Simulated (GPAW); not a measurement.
# Au (Fm-3m) in GPAW: settings compared, part 2 of 2

GPAW 26.7.0.

## Step 3: Equation of state, vdW-DF2

run.py reads:

```python
import spglib
from ase import Atoms
from ase.eos import EquationOfState
from ase.io import Trajectory, read
from ase.units import GPa
from gpaw import GPAW, PW

atoms = read('Au.cif')
cell, positions, numbers = spglib.find_primitive(
    (atoms.cell[:], atoms.get_scaled_positions(), atoms.numbers), symprec=1e-4)
atoms = Atoms(numbers, cell=cell, scaled_positions=positions, pbc=True)

traj = Trajectory('eos.traj', 'w')
volumes, energies = [], []
for x in [0.94, 0.96, 0.98, 1.0, 1.02, 1.04, 1.06]:
    a = atoms.copy()
    a.set_cell(atoms.cell * x**(1 / 3), scale_atoms=True)
    calc = GPAW(mode=PW(600),
                xc={'name': 'vdW-DF2', 'backend': 'libvdwxc'},
                kpts={'size': (11, 11, 11), 'gamma': True},
                occupations={'name': 'fermi-dirac', 'width': 0.05},
                nbands=14,
                convergence={'density': 1e-05, 'energy': 1e-05},
                maxiter=150,
                txt=f'eos-{x:.2f}.txt')
    a.calc = calc
    energies.append(a.get_potential_energy(force_consistent=True))
    volumes.append(a.get_volume())
    calc.write(f'eos-{x:.2f}.gpw')
    traj.write(a)
    print(f'{x:.2f} {volumes[-1]:10.4f} A^3 {energies[-1]:14.6f} eV', flush=True)

v0, e0, B = EquationOfState(volumes, energies, eos='birchmurnaghan').fit()
print(f'V0 = {v0:.4f} A^3, E0 = {e0:.6f} eV, B0 = {B / GPa:.2f} GPa')
```

Au.cif reads:

```cif
data_Au
_cell_length_a 4.07000000
_cell_length_b 4.07000000
_cell_length_c 4.07000000
_cell_angle_alpha 90.00000000
_cell_angle_beta 90.00000000
_cell_angle_gamma 90.00000000
_space_group_name_H-M_alt 'Fm-3m'
_space_group_name_Hall '-F 4 2 3'
_space_group_IT_number 225
loop_
_space_group_symop_operation_xyz
'x,y,z'
'-x,-y,-z'
'-y,x,z'
'y,-x,-z'
'-x,-y,z'
'x,y,-z'
'y,-x,z'
'-y,x,-z'
'x,-y,-z'
'-x,y,z'
'-y,-x,-z'
'y,x,z'
'-x,y,-z'
'x,-y,z'
'y,x,-z'
'-y,-x,z'
'z,x,y'
'-z,-x,-y'
'z,-y,x'
'-z,y,-x'
'z,-x,-y'
'-z,x,y'
'z,y,-x'
'-z,-y,x'
'-z,x,-y'
'z,-x,y'
'-z,-y,-x'
'z,y,x'
'-z,-x,y'
'z,x,-y'
'-z,y,x'
'z,-y,-x'
'y,z,x'
'-y,-z,-x'
'x,z,-y'
'-x,-z,y'
'-y,z,-x'
'y,-z,x'
'-x,z,y'
'x,-z,-y'
'-y,-z,x'
'y,z,-x'
'-x,-z,-y'
'x,z,y'
'y,-z,-x'
'-y,z,x'
'x,-z,y'
'-x,z,-y'
'x,y+1/2,z+1/2'
'-x,-y+1/2,-z+1/2'
'-y,x+1/2,z+1/2'
[... 62 lines left out ...]
'-z+1/2,-x,-y+1/2'
'z+1/2,-y,x+1/2'
'-z+1/2,y,-x+1/2'
'z+1/2,-x,-y+1/2'
'-z+1/2,x,y+1/2'
'z+1/2,y,-x+1/2'
'-z+1/2,-y,x+1/2'
'-z+1/2,x,-y+1/2'
'z+1/2,-x,y+1/2'
'-z+1/2,-y,-x+1/2'
'z+1/2,y,x+1/2'
'-z+1/2,-x,y+1/2'
'z+1/2,x,-y+1/2'
'-z+1/2,y,x+1/2'
'z+1/2,-y,-x+1/2'
'y+1/2,z,x+1/2'
'-y+1/2,-z,-x+1/2'
'x+1/2,z,-y+1/2'
'-x+1/2,-z,y+1/2'
'-y+1/2,z,-x+1/2'
'y+1/2,-z,x+1/2'
'-x+1/2,z,y+1/2'
'x+1/2,-z,-y+1/2'
'-y+1/2,-z,x+1/2'
'y+1/2,z,-x+1/2'
'-x+1/2,-z,-y+1/2'
'x+1/2,z,y+1/2'
'y+1/2,-z,-x+1/2'
'-y+1/2,z,x+1/2'
'x+1/2,-z,y+1/2'
'-x+1/2,z,-y+1/2'
'x+1/2,y+1/2,z'
'-x+1/2,-y+1/2,-z'
'-y+1/2,x+1/2,z'
'y+1/2,-x+1/2,-z'
'-x+1/2,-y+1/2,z'
'x+1/2,y+1/2,-z'
'y+1/2,-x+1/2,z'
'-y+1/2,x+1/2,-z'
'x+1/2,-y+1/2,-z'
'-x+1/2,y+1/2,z'
'-y+1/2,-x+1/2,-z'
'y+1/2,x+1/2,z'
'-x+1/2,y+1/2,-z'
'x+1/2,-y+1/2,z'
'y+1/2,x+1/2,-z'
'-y+1/2,-x+1/2,z'
'z+1/2,x+1/2,y'
'-z+1/2,-x+1/2,-y'
'z+1/2,-y+1/2,x'
'-z+1/2,y+1/2,-x'
'z+1/2,-x+1/2,-y'
'-z+1/2,x+1/2,y'
'z+1/2,y+1/2,-x'
'-z+1/2,-y+1/2,x'
'-z+1/2,x+1/2,-y'
'z+1/2,-x+1/2,y'
'-z+1/2,-y+1/2,-x'
'z+1/2,y+1/2,x'
'-z+1/2,-x+1/2,y'
'z+1/2,x+1/2,-y'
'-z+1/2,y+1/2,x'
'z+1/2,-y+1/2,-x'
'y+1/2,z+1/2,x'
'-y+1/2,-z+1/2,-x'
'x+1/2,z+1/2,-y'
'-x+1/2,-z+1/2,y'
'-y+1/2,z+1/2,-x'
'y+1/2,-z+1/2,x'
'-x+1/2,z+1/2,y'
'x+1/2,-z+1/2,-y'
'-y+1/2,-z+1/2,x'
'y+1/2,z+1/2,-x'
'-x+1/2,-z+1/2,-y'
'x+1/2,z+1/2,y'
'y+1/2,-z+1/2,-x'
'-y+1/2,z+1/2,x'
'x+1/2,-z+1/2,y'
'-x+1/2,z+1/2,-y'
loop_
_atom_site_label
_atom_site_type_symbol
_atom_site_symmetry_multiplicity
_atom_site_Wyckoff_symbol
_atom_site_fract_x
_atom_site_fract_y
_atom_site_fract_z
_atom_site_occupancy
Au1 Au 4 a 0.0000000000 0.0000000000 0.0000000000 1
```

Potentials or basis: GPAW PAW data sets (gpaw-data 1.2.1), pw.

Run with:

```console
$ OMP_NUM_THREADS=1 python run.py
```

The program printed:

```text
__  _  _
 | _ |_)|_||  |
 |__||  | ||/\| - 26.7.0

Input parameters:
  mode=PW(ecut=600.0),
  convergence={'density': 1e-05, 'energy': 1e-05},
  kpts=MonkhorstPack(size=(11, 11, 11), gamma=True),
  maxiter=150,
  nbands=14,
  occupations=Occupations(name='fermi-dirac', width=0.05),
  xc=XC(name='vdW-DF2', backend='libvdwxc')

Diagonalizing LCAO Hamiltonian
Converting LCAO to pw mode

       Au

Atoms  # Å, Bohr magnetons
|   | symbol |        x |        y |        z |    initial magnetic moments |
|---|--------|----------|----------|----------|-----------------------------|
| 0 |     Au | 0.000000 | 0.000000 | 0.000000 | ( 0.0000,  0.0000,  0.0000) |

Unit cell  # Å
| periodic |        x |        y |        z |  lengths |    angles |
|----------|----------|----------|----------|----------|-----------|
|      yes | 0.000000 | 1.993458 | 1.993458 | 2.819175 | 60.000000 |
|      yes | 1.993458 | 0.000000 | 1.993458 | 2.819175 | 60.000000 |
|      yes | 1.993458 | 1.993458 | 0.000000 | 2.819175 | 60.000000 |

Number of symmetries: 48
Symmetry operations  # r_c * U_cc + t_c -> r_c
|    | kind |            matrix            |
|----|------|------------------------------|
|  0 |  σ   |  1, 0, 0,  1, 0,-1,  1,-1, 0 |
|  1 |  C2  |  1, 0, 0,  1,-1, 0,  1, 0,-1 |
|  2 |  E   |  1, 0, 0,  0, 1, 0,  0, 0, 1 |
|  3 |  σ   |  1, 0, 0,  0, 0, 1,  0, 1, 0 |
|  4 |  C4  |  1, 0,-1,  1, 0, 0,  1,-1, 0 |
|  5 |  S6  |  1, 0,-1,  1,-1, 0,  1, 0, 0 |
|  6 |  σ   |  1, 0,-1,  0, 1,-1,  0, 0,-1 |
|  7 |  C3  |  1, 0,-1,  0, 0,-1,  0, 1,-1 |
|  8 |  S6  |  1,-1, 0,  1, 0, 0,  1, 0,-1 |
|  9 |  C4  |  1,-1, 0,  1, 0,-1,  1, 0, 0 |
| 10 |  C3  |  1,-1, 0,  0,-1, 1,  0,-1, 0 |
| 11 |  σ   |  1,-1, 0,  0,-1, 0,  0,-1, 1 |
| 12 |  σ   |  0, 1, 0,  1, 0, 0,  0, 0, 1 |
| 13 |  C4  |  0, 1, 0,  0, 1,-1, -1, 1, 0 |
| 14 |  C3  |  0, 1, 0,  0, 0, 1,  1, 0, 0 |
| 15 |  S6  |  0, 1, 0, -1, 1, 0,  0, 1,-1 |
| 16 |  C2  |  0, 1,-1,  1, 0,-1,  0, 0,-1 |
| 17 |  σ   |  0, 1,-1,  0, 1, 0, -1, 1, 0 |
| 18 |  S4  |  0, 1,-1,  0, 0,-1,  1, 0,-1 |
| 19 |  C4  |  0, 1,-1, -1, 1, 0,  0, 1, 0 |
| 20 |  C3  |  0, 0, 1,  1, 0, 0,  0, 1, 0 |
| 21 |  σ   |  0, 0, 1,  0, 1, 0,  1, 0, 0 |
| 22 |  S6  |  0, 0, 1,  0,-1, 1, -1, 0, 1 |
| 23 |  C4  |  0, 0, 1, -1, 0, 1,  0,-1, 1 |
| 24 |  S4  |  0, 0,-1,  1, 0,-1,  0, 1,-1 |
| 25 |  C3  |  0, 0,-1,  0, 1,-1,  1, 0,-1 |
| 26 |  C2  |  0, 0,-1,  0,-1, 0, -1, 0, 0 |
| 27 |  S6  |  0, 0,-1, -1, 0, 0,  0,-1, 0 |
| 28 |  S4  |  0,-1, 1,  1,-1, 0,  0,-1, 0 |
| 29 |  C4  |  0,-1, 1,  0, 0, 1, -1, 0, 1 |
| 30 |  C2  |  0,-1, 1,  0,-1, 0,  1,-1, 0 |
| 31 |  σ   |  0,-1, 1, -1, 0, 1,  0, 0, 1 |
| 32 |  C3  |  0,-1, 0,  1,-1, 0,  0,-1, 1 |
| 33 |  S6  |  0,-1, 0,  0, 0,-1, -1, 0, 0 |
[... 71 lines left out ...]
      lmax: 2
    cutoffs:
      filter: 2.33  # [Å]
      core: 2.81  # [Å]
    projectors
    | kind |    occ | energy [eV] | rcut [Å] |
    |------|--------|-------------|----------|
    |   6s |  1.000 |      -5.728 |    1.323 |
    |   6p |  0.000 |      -0.775 |    1.323 |
    |   5d | 10.000 |      -6.891 |    1.323 |
    |    s |        |      21.484 |    1.323 |
    |    p |        |      26.436 |    1.323 |
    |    d |        |      20.321 |    1.323 |

    Using partial waves for Au as LCAO basis

Reference energy: -516598.271109  # eV

eigensolver:
  PPCG
  Converge bands: occupied
  niter=2

density mixing:
  MSR1-Mixer
  Pratt-step length: 0.05
  Maximum mixing coefficient: 0.75
  Old densities: 10
  SVD Regularization: 0.005
  Good broyden scale: 1.0
  Trust region scale: 1.0
  Backstep threshold: 4.0
  History deletion threshold: 6.0
  Fourier metric: weight=20.0, sigma=0.015

occupation numbers:
  Fermi-Dirac:
    width: 0.0500  # eV

poisson solver:
  ecut: 4800.0  # eV

xc functional:
  name: vdW-DF2 with libvdwxc
  Mode: serial
  Semilocal: GGA_X_RPW86+LDA_C_PW with 2 nearest neighbor stencil
  Local blocksize: 32 x 32 x 32
  PAW datasets: PBE

convergence criteria:
- Maximum integral of absolute [dens]ity change: 1e-05 electrons / valence electron
- Maximum [total energy] change in last 3 cyles: 1e-05 eV / valence electron
- Maximum integral of absolute [eigenst]ate change: 4e-08 eV^2 / valence electron
maximum number of iterations: 150

SCF iterations
|iter     | |      energy | eigst |  dens |
|---------|-|-------------|-------|-------|
|iter:   1| | -173.494513 | -0.32 |       |
|iter:   2| | -173.443964 | -2.71 | -1.18 |
|iter:   3| | -173.222576 | -2.20 | -1.23 |
|iter:   4| | -173.216337 | -4.33 | -2.25 |
|iter:   5| | -173.214164 | -4.46 | -2.53 |
|iter:   6| | -173.214129 | -6.37 | -3.87 |
|iter:   7| | -173.214123c| -6.87 | -4.14 |
|iter:   8| | -173.214123c| -7.79c| -4.91 |
|iter:   9| | -173.214123c| -8.05c| -5.59c|

Converged in 9 steps
Energy contributions relative to reference atoms: (reference = -516598.271109)

Energy contributions:
  Kinetic:          11.682971
  Coulomb:         -10.526264
  Zero:             -0.057438
  External:          0.000000
  Xc:             -174.312743
  Entropy:          -0.001301
  Spinorbit:         0.000000
  ----------------------------
  Free energy:    -173.214774
  Extrapolated:   -173.214123

dipole moment: (-13.551517, -13.551517, -13.551517)  # |e|*Ang

Fermi level: 11.716
Eigenvalues  # (at kpt = [0.000, 0.000, 0.000])
| band index |      eig [eV] | occ [0-2] |
|------------|---------------|-----------|
|          0 |         1.201 |     2.000 |
|          1 |         6.438 |     2.000 |
|          2 |         6.438 |     2.000 |
|          3 |         6.438 |     2.000 |
|          4 |         8.105 |     2.000 |
|          5 |         8.105 |     2.000 |
|          6 |        27.824 |     0.000 |
|          7 |        31.830 |     0.000 |
|          8 |        31.830 |     0.000 |
|          9 |        31.830 |     0.000 |
|         10 |        36.475 |     0.000 |
|         11 |        41.224 |     0.000 |
|         12 |        41.224 |     0.000 |
|         13 |        41.224 |     0.000 |

No gap
No difference between direct/indirect transitions
# Writing to eos-0.94.gpw (mode='')
```

It took 42 s on 1 thread of Intel Xeon Platinum 8488C (Sapphire Rapids), shared host; peak memory 0.21 GiB.

Results:

- Equilibrium volume: outside the volumes run

Energy against volume, from the lowest point:
| volume (Å³/atom) | energy (meV/atom) |
| --- | --- |
| 15.843 | 465.40 |
| 16.181 | 356.74 |
| 16.518 | 262.67 |
| 16.855 | 181.21 |
| 17.192 | 111.04 |
| 17.529 | 50.99 |
| 17.866 | 0.00 |

Caveat: the PAW data sets were made with another functional, which shifts forces and pressure a little.

## Step 4: Comparison with measurements

Step 2. A measured bulk modulus of Au is 167 GPa (quoted in “Exploring toroidal anvil profiles for larger sample volumes above 4 Mbar”, 2024, pmc:11102561); the calculated 195 GPa misses it by +16.8 %. The fit is for a static lattice scaled at fixed shape and fixed fractional positions.
